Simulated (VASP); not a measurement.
# Rb (Fm-3m) in VASP: equation of state

How stiff is Rb in PBE, and what volume does it want? The cell is scaled to several volumes.

Program: VASP 6.6.1. These are calculated values, not measurements. Logs are shortened: lines on timing, memory, paths and dates and some standing lists are left out, and cuts for length are marked.

**1. The structure**

The structure is cubic, space group Fm-3m (No. 225). The conventional cell has a = 7.280 Å, b = 7.280 Å, c = 7.280 Å, α = 90.00°, β = 90.00°, γ = 90.00°.

This isn't the form of Rb at room conditions, which is bcc.

**2. Equation of state, PBE, 90.66 Å³/atom (volume scaled by 0.94)**

Input file INCAR:

```
ALGO     = Normal         # electronic algorithm
EDIFF    = 1E-7           # SCF threshold, eV
ENCUT    = 520            # plane-wave cutoff, eV
GGA      = PE             # functional
ISIF     = 2              # what is computed and relaxed
ISMEAR   = -1             # smearing method
LASPH    = T              # aspherical terms in the spheres
LCHARG   = F              # write CHGCAR
LREAL    = F              # projectors in reciprocal space
LWAVE    = F              # write WAVECAR
NBANDS   = 10             # bands
NELM     = 100            # most SCF steps
PREC     = Accurate       # precision mode
SIGMA    = 0.05           # smearing width, eV
```

Input file KPOINTS:

```
k-points
0
Gamma
  6 6 6
```

Input file POSCAR:

```
Rb
1.0
    0.0000000000      3.5655804601      3.5655804601
    3.5655804601      0.0000000000      3.5655804601
    3.5655804601      3.5655804601      0.0000000000
Rb
1
Direct
    0.0000000000      0.0000000000      0.0000000000
```

Potentials or basis: VASP PAW PBE potentials, release 64 (Rb_sv).

Command:

```console
$ cat potpaw_PBE.64/Rb_sv/POTCAR > POTCAR
$ mpirun -np 1 vasp_std > vasp.out
```

OUTCAR:

```text
EDIFF = 1E-7
   ENCUT = 520
   GGA = PE
   ISIF = 2
   ISMEAR = -1
   LASPH = T
   LREAL = F
   NELM = 100
   PREC = Accurate

 ion  position               nearest neighbor table
   1  0.000  0.000  0.000-

  LATTYP: Found a face centered cubic cell.
 ALAT       =     7.1311609202

  Lattice vectors:

 A1 = (   0.0000000000,   3.5655804601,   3.5655804601)
 A2 = (   3.5655804601,   0.0000000000,   3.5655804601)
 A3 = (   3.5655804601,   3.5655804601,   0.0000000000)

Analysis of symmetry for initial positions (statically):
=====================================================================
 Subroutine PRICEL returns:
 Original cell was already a primitive cell.

 Routine SETGRP: Setting up the symmetry group for a
 face centered cubic supercell.

 Subroutine GETGRP returns: Found 48 space group operations
 (whereof 48 operations were pure point group operations)
 out of a pool of 48 trial point group operations.

The static configuration has the point symmetry O_h .

Analysis of symmetry for dynamics (positions and initial velocities):
=====================================================================
 Subroutine PRICEL returns:
 Original cell was already a primitive cell.

 Routine SETGRP: Setting up the symmetry group for a
 face centered cubic supercell.

 Subroutine GETGRP returns: Found 48 space group operations
 (whereof 48 operations were pure point group operations)
 out of a pool of 48 trial point group operations.

The dynamic configuration has the point symmetry O_h .

 Subroutine INISYM returns: Found 48 space group operations
 (whereof 48 operations are pure point group operations),
 and found     1 'primitive' translations

----------------------------------------------------------------------------------------

                                     Primitive cell

  volume of cell :      90.6610

  direct lattice vectors                    reciprocal lattice vectors
     0.000000000  3.565580460  3.565580460    -0.140229622  0.140229622  0.140229622
     3.565580460  0.000000000  3.565580460     0.140229622 -0.140229622  0.140229622
     3.565580460  3.565580460  0.000000000     0.140229622  0.140229622 -0.140229622

  length of vectors
     5.042492244  5.042492244  5.042492244     0.242884830  0.242884830  0.242884830

  position of ions in fractional coordinates (direct lattice)
     0.000000000  0.000000000  0.000000000

  ion indices of the primitive-cell ions
[... 69 lines left out ...]
   IBRION =     -1    ionic relax: 0-MD 1-quasi-New 2-CG
   NFREE  =      0    steps in history (QN), initial steepest desc. (CG)
   ISIF   =      2    stress and relaxation
   ISYM   =      2    0-nonsym 1-usesym 2-fastsym
   POTIM  = 0.5000    time-step for ionic-motion
   TEBEG  =    0.0;   TEEND  =   0.0 temperature during run
   PSTRESS=    0.0 pullay stress
   NELECT =       9.0000    total number of electrons
   NUPDOWN=      -1.0000    fix difference up-down
   EMIN   =  10.00;   EMAX   =-10.00  energy-range for DOS
   EFERMI =   0.00;   METHOD = LEGACY
   ISMEAR =    -1;   SIGMA  =   0.05  broadening in eV -4-tet -1-fermi 0-gaus
   EFERMI_NEDOS =   21; number of points for ismear=-14 and -15
   IALGO  =     38    algorithm
   IMIX   =      4    mixing-type and parameters
     AMIX     =   0.40;   BMIX     =  1.00
     AMIX_MAG =   1.60;   BMIX_MAG =  1.00
  volume/ion in A,a.u.               =      90.66       611.81
  Fermi-wavevector in a.u.,A,eV,Ry     =   0.758022  1.432455  7.817882  0.574598
  Thomas-Fermi vector in A             =   1.856500
   LORBIT       =      0    0 simple, 1 ext, 2 COOP (PROOUT), +10 PAW based schemes
   GGA     = PE    functional components
   LHFCALC =     F    Hartree Fock is set to
   AEXX    =    0.0000 exact exchange contribution
   IVDW    =     0    specifies the selected vdW correction
   LEPSILON=     F    determine dielectric tensor
   LRPA    =     F    only Hartree local field effects (RPA)
 non-spin polarized calculation
  energy-cutoff  :      520.00
  volume of cell :       90.66
 maximum number of plane-waves:      2457
 NGX is ok and might be reduce to    40
   NGX = 19   NGY = 19   NGZ = 19

 number of electron       9.0000000 magnetization

 Free energy of the ion-electron system (eV)
  ---------------------------------------------------
  ext. energy  EPLUGINS =         0.00000000
  ---------------------------------------------------
  free energy    TOTEN  =        -0.93243358 eV

  energy without entropy =       -0.92422284  energy(sigma->0) =       -0.92832821

 E-fermi :  -0.0391     XC(G=0):  -5.4752

 val. band max:       -0.1113047482   @ k =   0.5000   0.3333   0.1667
 cond. band min:       0.1541883839   @ k =   0.5000   0.0000   0.0000
 fundamental gap:      0.2654931321
 Fermi energy:        -0.0391044299

 k-point     1 :       0.0000    0.0000    0.0000
  band No.  band energies     occupation
      1     -28.8761      2.00000
      2     -12.9193      2.00000
      3     -12.9193      2.00000
      4     -12.9193      2.00000
      5      -1.9581      2.00000
      6       3.6165      0.00000
      7       3.6165      0.00000
      8       3.6165      0.00000
      9       4.9543      0.00000
     10       4.9543      0.00000
[... 183 lines left out ...]
 k-point    16 :      -0.3333    0.5000    0.1667
  band No.  band energies     occupation
      1     -28.8710      2.00000
      2     -12.9955      2.00000
      3     -12.9680      2.00000
      4     -12.9549      2.00000
      5       0.9962      0.00000
      6       1.4888      0.00000
      7       1.6809      0.00000
      8       2.9069      0.00000
      9       5.0505      0.00000
     10       5.5678      0.00000

------------------------ aborting loop because EDIFF is reached ----------------------------------------

  FORCE on cell =-STRESS in cart. coord.  units (eV):
  Direction    XX          YY          ZZ          XY          YZ          ZX
  --------------------------------------------------------------------------------------
  -------------------------------------------------------------------------------------
  Total        0.0227031      0.0227031      0.0227031      0.0000000     -0.0000000      0.0000000
  in kB        0.4012123      0.4012123      0.4012123      0.0000000     -0.0000000      0.0000000
  external PRESSURE =       0.4012123 kB  Pullay stress =       0.0000000 kB

 VOLUME and BASIS-vectors are now :
 -----------------------------------------------------------------------------
  energy-cutoff  :      520.00
  volume of cell :       90.66
      direct lattice vectors                 reciprocal lattice vectors
     0.000000000  3.565580460  3.565580460    -0.140229622  0.140229622  0.140229622
     3.565580460  0.000000000  3.565580460     0.140229622 -0.140229622  0.140229622
     3.565580460  3.565580460  0.000000000     0.140229622  0.140229622 -0.140229622

 POSITION                                       TOTAL-FORCE (eV/Angst)
 -----------------------------------------------------------------------------------
      0.00000      0.00000      0.00000        -0.000000      0.000000      0.000000
 -----------------------------------------------------------------------------------
    total drift:                               -0.000000     -0.000000     -0.000000

  FREE ENERGIE OF THE ION-ELECTRON SYSTEM (eV)
  ---------------------------------------------------
  free  energy   TOTEN  =        -0.9324335825 eV

  energy  without entropy=       -0.9242228428  energy(sigma->0) =       -0.92832821
```

stdout:

```text
POSCAR found type information on POSCAR Rb
 POSCAR found :  1 types and       1 ions
 scaLAPACK will be used
 LDA part: xc-table for (Slater+PW92), standard interpolation
 POSCAR, INCAR and KPOINTS ok, starting setup
 FFT: planning ... GRIDC
 FFT: planning ... GRID_SOFT
 FFT: planning ... GRID
 WAVECAR not read
 entering main loop
```

It took 23 s on 1 thread of AMD EPYC 7R13 (Zen 3), shared host; peak memory 0.2 GiB.

What came out:

```
Free energy            : -0.9324 eV
Pressure               : 0.0 GPa
Band gap on the k mesh : none (metal or under the smearing width)
```

**3. Equation of state, PBE, 92.59 Å³/atom (volume scaled by 0.96)**

Input file INCAR:

```
  PREC = Accurate
  ENCUT = 520
  EDIFF = 1E-7
  ISMEAR = -1
  SIGMA = 0.05
  LREAL = F
  LASPH = T
  NELM = 100
  ALGO = Normal
  ISIF = 2
  LWAVE = F
  LCHARG = F
  GGA = PE
  NBANDS = 10
```

Input file KPOINTS:

```
regular mesh
0
Gamma
  6 6 6
```

Input file POSCAR:

```
Rb
1.0
    0.0000000000      3.5906910089      3.5906910089
    3.5906910089      0.0000000000      3.5906910089
    3.5906910089      3.5906910089      0.0000000000
Rb
1
Direct
    0.0000000000      0.0000000000      0.0000000000
```

Potentials or basis: VASP PAW PBE potentials, release 64 (Rb_sv).

Command:

```console
$ cat potpaw_PBE.64/Rb_sv/POTCAR > POTCAR
$ mpirun -np 1 vasp_std > vasp.out
```

Wall time 24 s (1 thread of AMD EPYC 7R13 (Zen 3), shared host); peak memory 0.19 GiB.

Results (log left out):

- Free energy: -0.9326 eV
- Pressure: 0.0 GPa
- Band gap on the k mesh: none (metal or under the smearing width)

**4. Equation of state, PBE, 94.52 Å³/atom (volume scaled by 0.98)**

Input file INCAR:

```
ALGO = Normal ; EDIFF = 1E-7
ENCUT = 520 ; GGA = PE
ISIF = 2 ; ISMEAR = -1
LASPH = True ; LCHARG = False
LREAL = False ; LWAVE = False
NBANDS = 10 ; NELM = 100
PREC = Accurate ; SIGMA = 0.05
```

Input file KPOINTS:

```
k-points
0
Gamma
  6 6 6
```

Input file POSCAR:

```
Rb
1.0
    0.0000000000      3.6154551778      3.6154551778
    3.6154551778      0.0000000000      3.6154551778
    3.6154551778      3.6154551778      0.0000000000
Rb
1
Direct
    0.0000000000      0.0000000000      0.0000000000
```

Command:

```console
$ cat potpaw_PBE.64/Rb_sv/POTCAR > POTCAR
$ mpirun -np 1 vasp_std > vasp.out
```

Wall time 23 s (1 thread of AMD EPYC 7R13 (Zen 3), shared host); peak memory 0.19 GiB.

Results (log left out):

```yaml
Free_energy: -0.9320 eV
Pressure: -0.1 GPa
Band_gap_on_the_k_mesh: none (metal or under the smearing width)
```

**5. Equation of state, PBE, 98.38 Å³/atom (volume scaled by 1.02)**

Input file INCAR:

```
PREC = Accurate ; ENCUT = 520
EDIFF = 1E-7 ; ISMEAR = -1
SIGMA = 0.05 ; LREAL = F
LASPH = T ; NELM = 60
ALGO = Normal ; ISIF = 2
LWAVE = F ; LCHARG = F
GGA = PE ; NBANDS = 10
```

Input file KPOINTS:

```
Automatic mesh
0
Gamma
  6 6 6
```

Input file POSCAR:

```
Rb
1.0
    0.0000000000      3.6639905690      3.6639905690
    3.6639905690      0.0000000000      3.6639905690
    3.6639905690      3.6639905690      0.0000000000
Rb
1
Direct
    0.0000000000      0.0000000000      0.0000000000
```

Command:

```console
$ cat potpaw_PBE.64/Rb_sv/POTCAR > POTCAR
$ mpirun -np 1 vasp_std > vasp.out
```

Run time: 23 s. Hardware: 1 thread of AMD EPYC 7R13 (Zen 3), shared host; peak memory 0.19 GiB.

Results (log left out):

- Free energy: -0.9292 eV
- Pressure: -0.2 GPa
- Band gap on the k mesh: none (metal or under the smearing width)

**6. Equation of state, PBE, 100.31 Å³/atom (volume scaled by 1.04)**

Input file INCAR:

```
SYSTEM = Rb
PREC = Accurate
ENCUT = 520
EDIFF = 1E-7
ISMEAR = -1
SIGMA = 0.05
LREAL = .FALSE.
LASPH = .TRUE.
NELM = 60
ALGO = Normal
ISIF = 2
LWAVE = .FALSE.
LCHARG = .FALSE.
GGA = PE
NBANDS = 10
```

Input file KPOINTS:

```
regular mesh
0
G
  6 6 6
  0 0 0
```

Input file POSCAR:

```
Rb
1.0
    0.0000000000      3.6877833822      3.6877833822
    3.6877833822      0.0000000000      3.6877833822
    3.6877833822      3.6877833822      0.0000000000
Rb
1
Direct
    0.0000000000      0.0000000000      0.0000000000
```

Potentials or basis: VASP PAW PBE potentials, release 64 (Rb_sv).

Command:

```console
$ cat potpaw_PBE.64/Rb_sv/POTCAR > POTCAR
$ mpirun -np 1 vasp_std > vasp.out
```

Run time: 25 s. Hardware: 1 thread of AMD EPYC 7R13 (Zen 3), shared host; peak memory 0.19 GiB.

It converged, with:

```yaml
Free_energy: -0.9270 eV
Pressure: -0.2 GPa
Band_gap_on_the_k_mesh: none (metal or under the smearing width)
```

**7. Equation of state, PBE, 102.23 Å³/atom (volume scaled by 1.06)**

Input file INCAR:

```
PREC = Accurate
ENCUT = 520
EDIFF = 1E-7
ISMEAR = -1
SIGMA = 0.05
LREAL = F
LASPH = T
NELM = 80
ALGO = Normal
ISIF = 2
LWAVE = F
LCHARG = F
GGA = PE
NBANDS = 10
```

Input file KPOINTS:

```
regular mesh
0
Gamma
  6 6 6
```

Input file POSCAR:

```
Rb
1.0
    0.0000000000      3.7112730817      3.7112730817
    3.7112730817      0.0000000000      3.7112730817
    3.7112730817      3.7112730817      0.0000000000
Rb
1
Direct
    0.0000000000      0.0000000000      0.0000000000
```

Potentials or basis: VASP PAW PBE potentials, release 64 (Rb_sv).

Command:

```console
$ cat potpaw_PBE.64/Rb_sv/POTCAR > POTCAR
$ mpirun -np 1 vasp_std > vasp.out
```

OUTCAR:

```text
PREC = Accurate
   ENCUT = 520
   EDIFF = 1E-7
   ISMEAR = -1
   LREAL = F
   LASPH = T
   NELM = 80
   ISIF = 2
   GGA = PE

 ion  position               nearest neighbor table
   1  0.000  0.000  0.000-

  LATTYP: Found a face centered cubic cell.
 ALAT       =     7.4225461634

  Lattice vectors:

 A1 = (   0.0000000000,   3.7112730817,   3.7112730817)
 A2 = (   3.7112730817,   0.0000000000,   3.7112730817)
 A3 = (   3.7112730817,   3.7112730817,   0.0000000000)

[... 375 lines left out ...]
      9       4.4433      0.00000
     10       4.9232      0.00000

------------------------ aborting loop because EDIFF is reached ----------------------------------------

  FORCE on cell =-STRESS in cart. coord.  units (eV):
  Direction    XX          YY          ZZ          XY          YZ          ZX
  --------------------------------------------------------------------------------------
  -------------------------------------------------------------------------------------
  Total       -0.1527052     -0.1527052     -0.1527052      0.0000000     -0.0000000      0.0000000
  in kB       -2.3931270     -2.3931270     -2.3931270      0.0000000     -0.0000000      0.0000000
  external PRESSURE =      -2.3931270 kB  Pullay stress =       0.0000000 kB

 VOLUME and BASIS-vectors are now :
 -----------------------------------------------------------------------------
  energy-cutoff  :      520.00
  volume of cell :      102.23
      direct lattice vectors                 reciprocal lattice vectors
     0.000000000  3.711273082  3.711273082    -0.134724659  0.134724659  0.134724659
     3.711273082  0.000000000  3.711273082     0.134724659 -0.134724659  0.134724659
     3.711273082  3.711273082  0.000000000     0.134724659  0.134724659 -0.134724659

 POSITION                                       TOTAL-FORCE (eV/Angst)
 -----------------------------------------------------------------------------------
      0.00000      0.00000      0.00000        -0.000000      0.000000     -0.000000
 -----------------------------------------------------------------------------------
    total drift:                               -0.000000     -0.000000     -0.000000

  FREE ENERGIE OF THE ION-ELECTRON SYSTEM (eV)
  ---------------------------------------------------
  free  energy   TOTEN  =        -0.9243084760 eV

  energy  without entropy=       -0.9157846223  energy(sigma->0) =       -0.92004655
```

Run time: 24 s. Hardware: 1 thread of AMD EPYC 7R13 (Zen 3), shared host; peak memory 0.2 GiB.

Results:

| Property | Result |
| --- | --- |
| Free energy | -0.9243 eV |
| Pressure | -0.2 GPa |
| Band gap on the k mesh | none (metal or under the smearing width) |

**8. Equation of state, PBE**

No new run: the results of the series are fitted here.

What came out:

```
Equilibrium volume                      : 91.99 Å³/atom
Bulk modulus                            : 2.8 GPa
Pressure derivative of the bulk modulus : 3.9
```

Energy against volume, from the lowest point:
```
volume (Å³/atom)  energy (meV/atom)
          90.661               0.14
          92.590               0.00
          94.519               0.54
          96.448               1.69
          98.377               3.40
         100.306               5.61
         102.235               8.26
```
